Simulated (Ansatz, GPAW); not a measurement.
**The basis that the transmission of N2 in line between two Al chains needs**

Aim: T(E), conductance and thermopower of N2 in line between two Al chains, and what cheaper settings cost in accuracy.

Calculated with GPAW 26.7.0 and Ansatz 0.2.0; Ansatz plane waves; Landauer transmission by layers, zero bias, in the first sound run; inputs show where later runs differ.

This is a report of a sequence of runs, with most program output left out.

**1. The structure**

The cell holds 14 atoms: 12 Al and 2 N. Cell: a = 9.000 Å, b = 9.000 Å, c = 31.003 Å, α = 90.0°, β = 90.0°, γ = 90.0°. Regions: left lead, 6 atoms (6 Al); channel, 2 atoms (2 N); right lead, 6 atoms (6 Al). Vacuum lies along a and b. The structure is stacked along c, and the current runs across the ab planes.

Coordinates:

```cif
data_structure
_symmetry_space_group_name_H-M 'P 1'
_symmetry_Int_Tables_number 1
_cell_length_a 9.0000
_cell_length_b 9.0000
_cell_length_c 31.0026
_cell_angle_alpha 90.000
_cell_angle_beta 90.000
_cell_angle_gamma 90.000
_cell_volume 2511.21
loop_
_atom_site_label
_atom_site_type_symbol
_atom_site_fract_x
_atom_site_fract_y
_atom_site_fract_z
_atom_site_occupancy
Al1 Al 0.50000 0.50000 0.03871 1
Al2 Al 0.50000 0.50000 0.11612 1
Al3 Al 0.50000 0.50000 0.19353 1
Al4 Al 0.50000 0.50000 0.27095 1
Al5 Al 0.50000 0.50000 0.34836 1
Al6 Al 0.50000 0.50000 0.42577 1
N7 N 0.50000 0.50000 0.48161 1
N8 N 0.50000 0.50000 0.51839 1
Al9 Al 0.50000 0.50000 0.57423 1
Al10 Al 0.50000 0.50000 0.65164 1
Al11 Al 0.50000 0.50000 0.72905 1
Al12 Al 0.50000 0.50000 0.80647 1
Al13 Al 0.50000 0.50000 0.88388 1
Al14 Al 0.50000 0.50000 0.96129 1
```

**2. Plane waves, PBE**

Plane waves give the reference curve, free of the bias of atom-centred orbitals.

The input, input.yaml:

```yaml
crystal:
  lattice:
    - [9.0, 0.0, 0.0]
    - [0.0, 9.0, 0.0]
    - [0.0, 0.0, 31.0026]
  atoms:
    - { symbol: Al, position: [0.5, 0.5, 0.0387064311] }
    - { symbol: Al, position: [0.5, 0.5, 0.1161192932] }
    - { symbol: Al, position: [0.5, 0.5, 0.1935321554] }
    - { symbol: Al, position: [0.5, 0.5, 0.2709450175] }
    - { symbol: Al, position: [0.5, 0.5, 0.3483578797] }
    - { symbol: Al, position: [0.5, 0.5, 0.4257707418] }
    - { symbol: "N", position: [0.5, 0.5, 0.4816144452] }
    - { symbol: "N", position: [0.5, 0.5, 0.5183855548] }
    - { symbol: Al, position: [0.5, 0.5, 0.5742292582] }
    - { symbol: Al, position: [0.5, 0.5, 0.6516421203] }
    - { symbol: Al, position: [0.5, 0.5, 0.7290549825] }
    - { symbol: Al, position: [0.5, 0.5, 0.8064678446] }
    - { symbol: Al, position: [0.5, 0.5, 0.8838807068] }
    - { symbol: Al, position: [0.5, 0.5, 0.9612935689] }
kpoints:
  mp_grid: { grid: [1, 1, 3] }
hamiltonian:
  xc: pbe
scf:
  occupations: { method: fermi_dirac, width: 0.1 }
output:
  transmission:
    leads: [[0, 1]]
    e_range: [-2, 2]
    de: 0.05
    kmesh: [1, 1]
    reduced_basis: true
  write_potential: true
  write_density: true
  volumetric_format: npy
```

Launch:

```sh
> ansatz run input.yaml --threads 2 --pin off --max-ram 4096MiB --backend cpu --events-out ev --progress --plain --runs-dir out
```

The job ended after 2.1 min (2 threads of Intel Xeon Platinum 8259CL at 2.50GHz (Skylake/Cascade Lake), shared host; peak memory 1.9 GiB).

Numbers from this step:

* free energy: -7194.3006 eV
* smearing term TS: 0.5394 eV
* symmetry operations: 16
* lead level: 0 eV from the Fermi level
* transmission at the Fermi level (one spin): 1.804
* open channels of the lead at the Fermi level (one spin): 2
* step of the potential along the lead: 15.4 meV
* offset of the lead: 0 Å

One spin. Table of transmission, zone mean by energy, zero at the Fermi level:

```csv
energy (eV),"transmission, zone mean"
-2.00,0.00514
-1.85,0.00416
-1.70,0.00313
-1.60,0.00243
-1.45,0.00134
-1.30,2.1e-4
-1.15,0
-1.05,0
-0.90,0
-0.75,0
-0.60,0
-0.50,0
-0.35,1.34
-0.20,1.72
-0.05,1.80
0.00,1.80
0.05,1.79
0.20,1.72
0.35,1.61
0.50,1.52
0.60,1.48
0.75,1.42
0.90,1.78
1.05,1.47
1.15,1.41
1.30,1.36
1.45,1.33
1.60,1.31
1.70,1.30
1.85,1.29
2.00,1.28
```

One spin. Table of open channels, zone mean by energy, zero at the Fermi level:

```csv
energy (eV),"open channels, zone mean"
-2.00,1
-1.90,1
-1.80,1
-1.70,1
-1.55,1
-1.45,1
-1.35,1
-1.25,0
-1.15,0
-1.05,0
-0.90,0
-0.80,0
-0.70,0
-0.60,0
-0.50,0
-0.40,2
-0.25,2
-0.15,2
-0.05,2
0.00,2
0.05,2
0.15,2
0.25,2
0.40,2
0.50,2
0.60,2
0.70,2
0.80,2
0.90,3
1.05,3
1.15,3
1.25,3
1.35,3
1.45,3
1.55,3
1.70,3
1.80,3
1.90,3
2.00,3
```

Crystal 0, spin -, k parallel (0, 0); distinct values, listed up to 1.5 1/Å. Table of Im kz of the slowest decaying states by energy, zero at the Fermi level:

```csv
energy (eV),decay 1 (Å⁻¹),decay 2 (Å⁻¹),decay 3 (Å⁻¹),decay 4 (Å⁻¹)
-2.000,0.669,1.15,1.26,1.33
-1.800,0.626,1.13,1.24,1.31
-1.600,0.579,1.10,1.22,1.29
-1.400,0.528,1.08,1.20,1.27
-1.200,0.0451,0.472,1.06,1.18
-1.000,0.0825,0.408,1.03,1.15
-0.800,0.102,0.332,1.01,1.13
-0.600,0.113,0.232,0.979,1.11
-0.400,0.119,0.952,1.08,1.16
-0.200,0.121,0.924,1.06,1.14
0.000,0.118,0.895,1.03,1.12
0.200,0.111,0.865,1.01,1.10
0.400,0.0996,0.834,0.980,1.07
0.600,0.0809,0.802,0.953,1.05
0.800,0.0478,0.769,0.925,1.02
1.000,0.733,0.896,0.994,1.08
1.200,0.697,0.867,0.967,1.06
1.400,0.657,0.836,0.940,1.03
1.600,0.616,0.804,0.911,1.01
1.800,0.571,0.770,0.882,0.979
2.000,0.523,0.735,0.852,0.951
```

Crystal 0, spin -, k parallel (0, 0). Re kz of states that move upwards against energy, zero at the Fermi level:

```csv
energy (eV),channel 1 (Å⁻¹),channel 2 (Å⁻¹),channel 3 (Å⁻¹)
-2.00,1.14,-,-
-1.90,1.15,-,-
-1.80,1.17,-,-
-1.70,1.18,-,-
-1.55,1.21,-,-
-1.45,1.23,-,-
-1.35,1.26,-,-
-1.25,-,-,-
-1.15,-,-,-
-1.05,-,-,-
-0.90,-,-,-
-0.80,-,-,-
-0.70,-,-,-
-0.60,-,-,-
-0.50,-,-,-
-0.40,0.0490,0.0490,-
-0.25,0.211,0.211,-
-0.15,0.270,0.270,-
-0.05,0.318,0.318,-
0.00,0.339,0.339,-
0.05,0.359,0.359,-
0.15,0.396,0.396,-
0.25,0.431,0.431,-
0.40,0.477,0.477,-
0.50,0.506,0.506,-
0.60,0.533,0.533,-
0.70,0.559,0.559,-
0.80,0.583,0.583,-
0.90,-1.30,0.607,0.607
1.05,-1.24,0.641,0.641
1.15,-1.22,0.662,0.662
1.25,-1.21,0.683,0.683
1.35,-1.19,0.704,0.704
1.45,-1.18,0.723,0.723
1.55,-1.16,0.743,0.743
1.70,-1.14,0.771,0.771
1.80,-1.13,0.789,0.789
1.90,-1.12,0.806,0.806
2.00,-1.11,0.824,0.824
```

The electrostatic potential energy of an electron (with the applied field's), less the Fermi level, planar mean oscillates, so the rows of the table below give means over windows of 2.37 Å about each position, cut where the curve ends. Its maxima inside the range that stand out by 2 % of the span (Å: eV): 2.4: 3.83, 4.7: 3.83, 7.2: 3.84, 9.6: 3.80, 12.1: 3.67, 14.2: 3.53, 15.5: 3.36, 16.8: 3.53, 18.9: 3.67, 21.4: 3.80, 23.8: 3.84, 26.3: 3.83, 28.6: 3.83. Its minima: 1.1: 3.04, 3.6: 3.03, 6.0: 3.04, 8.5: 3.03, 10.9: 2.93, 13.3: 2.81, 14.9: 2.93, 16.1: 2.93, 17.7: 2.81, 20.1: 2.93, 22.5: 3.03, 25.0: 3.04, 27.4: 3.03, 29.9: 3.04.

Table of electrostatic potential energy of an electron (with the applied field's), less the Fermi level, planar mean by z; means over each step:

```csv
z (Å),"electrostatic potential energy of an electron (with the applied field's), less the Fermi level, planar mean (eV)"
1.19,3.37
3.56,3.37
5.93,3.37
8.29,3.37
10.67,3.28
13.04,3.17
15.41,3.17
17.77,3.16
20.14,3.27
22.52,3.36
24.89,3.37
27.25,3.37
29.62,3.37
```

The valence density, planar mean oscillates, so the rows of the table below give means over windows of 2.44 Å about each position, cut where the curve ends. Its maxima inside the range that stand out by 2 % of the span (Å: e/Å³): 2.4: 0.0176, 4.9: 0.0176, 7.3: 0.0177, 9.8: 0.0179, 12.3: 0.0180, 14.9: 0.0597, 16.1: 0.0597, 18.7: 0.0180, 21.2: 0.0179, 23.7: 0.0177, 26.1: 0.0176, 28.6: 0.0176. Its minima: 1.1: 0.0126, 3.6: 0.0126, 6.0: 0.0126, 8.5: 0.0127, 10.9: 0.0126, 13.3: 0.0117, 15.5: 0.0469, 17.7: 0.0117, 20.1: 0.0126, 22.5: 0.0127, 25.0: 0.0126, 27.4: 0.0126, 29.9: 0.0126.

Table of valence density, planar mean by z; means over each step:

```csv
z (Å),"valence density, planar mean (e/Å³)"
1.22,0.0155
3.66,0.0154
6.10,0.0155
8.54,0.0155
10.98,0.0154
13.42,0.0197
15.86,0.0482
18.30,0.0152
20.74,0.0155
23.18,0.0155
25.62,0.0154
28.06,0.0154
30.50,0.0146
```

T at the Fermi level is 1.80 of 2 open channels a spin.

**3. GPAW, dzp**

Localised orbitals split the wire into layers that couple to their neighbours alone, which is what the Green's function method needs; double zeta with polarisation is the usual level for numbers.

This step: GPAW LCAO, PAW setups; Landauer transmission from Green's functions with principal layers (ASE), zero bias (GPAW 26.7.0).

The input, run.py:

```python
import json
import numpy as np
from ase import Atoms
from ase.transport.calculators import TransportCalculator
from gpaw import GPAW, FermiDirac
from gpaw.lcao.tools import get_lcao_hamiltonian
from scipy.linalg import eigh

# The junction with lead layers at both ends, along the third cell vector
device = Atoms(
    ['Al', 'Al', 'Al', 'Al', 'Al', 'Al', 'N', 'N', 'Al', 'Al', 'Al', 'Al', 'Al', 'Al'],
    positions=[
        [4.50000, 4.50000, 1.20000],
        [4.50000, 4.50000, 3.60000],
        [4.50000, 4.50000, 6.00000],
        [4.50000, 4.50000, 8.40000],
        [4.50000, 4.50000, 10.80000],
        [4.50000, 4.50000, 13.20000],
        [4.50000, 4.50000, 14.93130],
        [4.50000, 4.50000, 16.07130],
        [4.50000, 4.50000, 17.80260],
        [4.50000, 4.50000, 20.20260],
        [4.50000, 4.50000, 22.60260],
        [4.50000, 4.50000, 25.00260],
        [4.50000, 4.50000, 27.40260],
        [4.50000, 4.50000, 29.80260]],
    cell=[[9.0, 0.0, 0.0], [0.0, 9.0, 0.0], [0.0, 0.0, 31.0026]],
    pbc=True)

# One principal layer of the lead: the first 4 atoms of the device
lead = Atoms(
    ['Al', 'Al', 'Al', 'Al'],
    positions=[
        [4.50000, 4.50000, 1.20000],
        [4.50000, 4.50000, 3.60000],
        [4.50000, 4.50000, 6.00000],
        [4.50000, 4.50000, 8.40000]],
    cell=[[9.0, 0.0, 0.0], [0.0, 9.0, 0.0], [0.0, 0.0, 9.6]],
    pbc=True)

settings = dict(mode='lcao', basis='dzp', xc='PBE', h=0.18,
                occupations=FermiDirac(0.1), maxiter=250,
                mixer=dict(beta=0.1, nmaxold=8, weight=100.0),
                convergence=dict(density=0.0001))
energies = np.arange(-2, 2 + 1e-9, 0.05)
eta = 0.0001
n1, n2 = 1, 1
# k and -k transmit alike, so half of the mesh across the current serves
mesh = [(i, j) for i in range(n1) for j in range(n2) if (i, j) <= (-i % n1, -j % n2)]
weights = np.array([1 if (i, j) == (-i % n1, -j % n2) else 2 for i, j in mesh]) / (n1 * n2)

# [... helper functions left out ...]
fermi_lead = ground_state(lead, (1, 1, 12), 'lead.txt')
fermi_device = ground_state(device, (1, 1, 3), 'device.txt')
# [... loop over the mesh left out, but for ...]
        # Shift the lead onto the potential of the device's first layer
        shift = ((H[:, 0, 0] - H0[:, 0, 0]) / S0[0, 0]).real.mean()
# [...]
kT = 8.617333e-5 * 300
bias = [0.1, 0.2, 0.5, 1.0, 1.5, 2.0]
# [... integrals and printing left out ...]
```

Launch:

```sh
> OMP_NUM_THREADS=1 OPENBLAS_NUM_THREADS=2 python run.py
```

Run time: 2.2 min. Hardware: 2 threads; peak memory 1.5 GiB.

Numbers from this step:

| Item | Value |
| --- | --- |
| conductance | 1.772 G₀ |
| largest coupling past the next principal layer | 1.20e-15 eV |
| largest misfit of the first principal layer | 0.03473 eV |
| shift that aligns the lead | -0.008870 eV |
| basis functions of the junction | 182 |
| basis functions of a principal layer | 52 |
| transmission at the Fermi level (one spin) | 1.776 |

One spin. Table of transmission, zone mean by energy, zero at the Fermi level:

```csv
energy (eV),"transmission, zone mean"
-2.00,0.00574
-1.90,0.00500
-1.80,0.00423
-1.70,0.00343
-1.55,0.00218
-1.45,0.00131
-1.35,4.1e-4
-1.25,5.4e-11
-1.15,9.9e-12
-1.05,6.4e-12
-0.90,5.4e-12
-0.80,5.2e-12
-0.70,5.1e-12
-0.60,5.4e-10
-0.50,4.5e-10
-0.40,0.240
-0.25,1.62
-0.15,1.74
-0.05,1.77
0.00,1.78
0.05,1.77
0.15,1.74
0.25,1.68
0.40,1.59
0.50,1.53
0.60,1.48
0.70,1.45
0.80,1.43
0.90,1.42
0.95,1.99
1.05,1.65
1.15,1.55
1.25,1.51
1.35,1.47
1.45,1.45
1.55,1.43
1.70,1.41
1.80,1.41
1.90,1.41
2.00,1.41
```

Not self-consistent under bias; the bias window is split evenly. Current through one cell, from the zero-bias transmission against bias:

```csv
bias (V),"current through one cell, from the zero-bias transmission (μA)"
0.100,13.7
0.200,27.4
0.500,67.0
1.000,112
1.500,140
2.000,171
```

The transmission of the three most open eigenchannels by energy, zero at the Fermi level:

```csv
energy (eV),channel 1,channel 2,channel 3
-2.00,0.00574,5.2e-12,0
-1.90,0.00500,5.1e-12,0
-1.80,0.00423,5.0e-12,0
-1.70,0.00343,5.0e-12,0
-1.55,0.00218,4.9e-12,0
-1.45,0.00131,4.8e-12,0
-1.35,4.1e-4,4.7e-12,0
-1.25,4.9e-11,4.8e-12,0
-1.15,5.1e-12,4.9e-12,0
-1.05,4.9e-12,1.5e-12,0
-0.90,4.9e-12,0,0
-0.80,4.9e-12,0,0
-0.70,4.9e-12,0,0
-0.60,2.7e-10,2.7e-10,4.8e-12
-0.50,2.2e-10,2.2e-10,4.8e-12
-0.40,0.120,0.120,4.8e-12
-0.25,0.809,0.809,4.8e-12
-0.15,0.869,0.869,4.8e-12
-0.05,0.887,0.887,4.8e-12
0.00,0.888,0.888,4.8e-12
0.05,0.885,0.885,4.9e-12
0.15,0.868,0.868,5.0e-12
0.25,0.840,0.840,5.2e-12
0.40,0.793,0.793,5.5e-12
0.50,0.765,0.765,9.5e-12
0.60,0.742,0.742,3.8e-11
0.70,0.727,0.727,2.9e-10
0.80,0.716,0.716,9.6e-9
0.90,0.709,0.709,3.0e-5
1.05,0.702,0.702,0.246
1.15,0.697,0.697,0.159
1.25,0.693,0.693,0.119
1.35,0.688,0.688,0.0963
1.45,0.684,0.684,0.0811
1.55,0.681,0.681,0.0702
1.70,0.678,0.678,0.0586
1.80,0.678,0.678,0.0527
1.90,0.679,0.679,0.0478
2.00,0.682,0.682,0.0436
```

At the Fermi level T is 1.78 against 1.80 in plane waves. Couplings past the next layer reach 1.2e-15 eV, small enough to drop; the matrix elements of the cell's first layer differ from the bulk lead's by up to 0.035 eV. That layer keeps its own values in the calculation, and only beyond it is the lead taken as perfect. The Fermi levels of lead and junction count from different zeros of potential, one for each periodic cell; with both set to zero, the small remaining shift is what aligns them. By hand: G = 1.772 × 77.48 μS = 137 μS, a resistance of 7.28 kΩ; at 0.1 V a linear junction would pass 13.7 μA, and the integral over the bias window gives 13.7 μA.

**4. GPAW, szp: basis = "szp(dzp)"**

The second zeta is dropped, the polarisation orbitals stay.

Edit run.py of step 3 so:

```diff
@@ -40,3 +40,3 @@
 
-settings = dict(mode='lcao', basis='dzp', xc='PBE', h=0.18,
+settings = dict(mode='lcao', basis='szp(dzp)', xc='PBE', h=0.18,
                 occupations=FermiDirac(0.1), maxiter=250,
```

Run time: 1.9 min. Hardware: 2 threads; peak memory 1.5 GiB.

This step gave:

```yaml
conductance: 1.687 G₀
largest_coupling_past_the_next_principal_layer: 1.11e-15 eV
largest_misfit_of_the_first_principal_layer: 0.03058 eV
shift_that_aligns_the_lead: -0.01037 eV
basis_functions_of_the_junction: 126
basis_functions_of_a_principal_layer: 36
transmission_at_the_fermi_level_one_spin: 1.692
```

One spin. Table of transmission, zone mean by energy, zero at the Fermi level:

```csv
energy (eV),"transmission, zone mean"
-2.00,0.00591
-1.90,0.00502
-1.80,0.00410
-1.70,0.00314
-1.55,0.00162
-1.45,5.6e-4
-1.35,7.5e-11
-1.25,6.8e-12
-1.15,1.9e-12
-1.05,0
-0.90,0
-0.80,0
-0.70,0
-0.60,1.7e-12
-0.50,1.3e-10
-0.40,4.3e-8
-0.25,1.48
-0.15,1.65
-0.05,1.69
0.00,1.69
0.05,1.68
0.15,1.63
0.25,1.56
0.40,1.43
0.50,1.36
0.60,1.30
0.70,1.27
0.75,2.08
0.80,1.84
0.90,1.51
1.05,1.38
1.15,1.34
1.25,1.31
1.35,1.28
1.45,1.27
1.55,1.25
1.70,1.24
1.80,1.24
1.90,1.25
2.00,1.25
```

Not self-consistent under bias; the bias window is split evenly. Current through one cell, from the zero-bias transmission against bias:

```csv
bias (V),"current through one cell, from the zero-bias transmission (μA)"
0.100,13.1
0.200,26.0
0.500,63.1
1.000,101
1.500,128
2.000,159
```

Table of transmission of the three most open eigenchannels by energy, zero at the Fermi level:

```csv
energy (eV),channel 1,channel 2,channel 3
-2.00,0.00591,0,0
-1.85,0.00456,0,0
-1.70,0.00314,0,0
-1.60,0.00214,0,0
-1.45,5.6e-4,0,0
-1.30,1.8e-11,0,0
-1.15,1.9e-12,0,0
-1.05,0,0,0
-0.90,0,0,0
-0.75,0,0,0
-0.60,0,0,0
-0.50,6.7e-11,6.7e-11,0
-0.35,0.320,0.320,0
-0.20,0.797,0.797,0
-0.05,0.846,0.846,0
0.00,0.846,0.846,0
0.05,0.841,0.841,0
0.20,0.799,0.799,2.2e-12
0.35,0.735,0.735,1.1e-11
0.50,0.679,0.679,1.2e-10
0.60,0.652,0.652,1.6e-9
0.75,0.826,0.627,0.627
0.90,0.614,0.614,0.286
1.05,0.606,0.606,0.168
1.15,0.601,0.601,0.135
1.30,0.594,0.594,0.106
1.45,0.588,0.588,0.0898
1.60,0.585,0.585,0.0788
1.70,0.586,0.586,0.0733
1.85,0.589,0.589,0.0669
2.00,0.595,0.595,0.0618
```

The conductance, 1.69 G₀, lies 4.8 % below that of the dzp run.

**5. Minimal basis**

One function for each valence shell of the setup, as for a first survey of a large system.

Edit run.py of step 4 so:

```diff
@@ -40,3 +40,3 @@
 
-settings = dict(mode='lcao', basis='szp(dzp)', xc='PBE', h=0.18,
+settings = dict(mode='lcao', basis='sz(dzp)', xc='PBE', h=0.18,
                 occupations=FermiDirac(0.1), maxiter=250,
```

It took 75 s on 2 threads; peak memory 1.3 GiB.

This step gave:

* conductance: 1.754 G₀
* largest coupling past the next principal layer: 8.33e-16 eV
* largest misfit of the first principal layer: 0.03314 eV
* shift that aligns the lead: -0.01042 eV
* basis functions of the junction: 56
* basis functions of a principal layer: 16
* transmission at the Fermi level (one spin): 1.758

The conductance, 1.75 G₀, lies 1.0 % below that of the dzp run.

**6. RPBE in the dzp basis: xc = "RPBE"**

Back in the dzp basis, the functional changes from PBE to RPBE, to set the spread between functionals beside that between bases.

Edit run.py of step 5 so:

```diff
@@ -40,3 +40,3 @@
 
-settings = dict(mode='lcao', basis='sz(dzp)', xc='PBE', h=0.18,
+settings = dict(mode='lcao', basis='dzp', xc='RPBE', h=0.18,
                 occupations=FermiDirac(0.1), maxiter=250,
```

The job ended after 2.1 min (2 threads; peak memory 1.5 GiB).

Numbers from this step:

```
conductance                                    : 1.784 G₀
largest coupling past the next principal layer : 1.45e-15 eV
largest misfit of the first principal layer    : 0.03433 eV
shift that aligns the lead                     : -0.007930 eV
basis functions of the junction                : 182
basis functions of a principal layer           : 52
transmission at the Fermi level (one spin)     : 1.789
```

One spin. Transmission, zone mean against energy, zero at the Fermi level:

```csv
energy (eV),"transmission, zone mean"
-2.00,0.00564
-1.85,0.00451
-1.70,0.00333
-1.60,0.00251
-1.45,0.00124
-1.30,9.4e-10
-1.15,9.1e-12
-1.05,6.0e-12
-0.90,5.2e-12
-0.75,4.9e-12
-0.60,3.4e-10
-0.50,4.3e-10
-0.35,1.18
-0.20,1.71
-0.05,1.79
0.00,1.79
0.05,1.78
0.20,1.72
0.35,1.64
0.50,1.55
0.60,1.51
0.75,1.46
0.90,1.44
1.00,2.18
1.05,1.82
1.15,1.62
1.30,1.52
1.45,1.47
1.60,1.44
1.70,1.43
1.85,1.42
2.00,1.42
```

The conductance, 1.78 G₀, lies 0.7 % above that of the dzp run.

**7. Cost and result by level**

Times are for 2 threads of Intel Xeon Platinum 8259CL at 2.50GHz (Skylake/Cascade Lake), shared host. The series side by side:

```csv
no.,run,conductance (G₀),time,memory (GiB)
1,dzp,1.772,2.2 min,1.5
2,szp,1.687,1.9 min,1.5
3,sz,1.754,75 s,1.3
4,dzp RPBE,1.784,2.1 min,1.5
```

[end of part 1 of 2]

[Logs are printed without paths, hosts, clocks, repeated set-up lines and the standing remarks that a program may print on its own settings, such as how far it seeks lower states.]

[Hosts, paths, dates, database ids (printed as entryN), source tags and the programs' standing remarks are cut or masked in the printed files.]
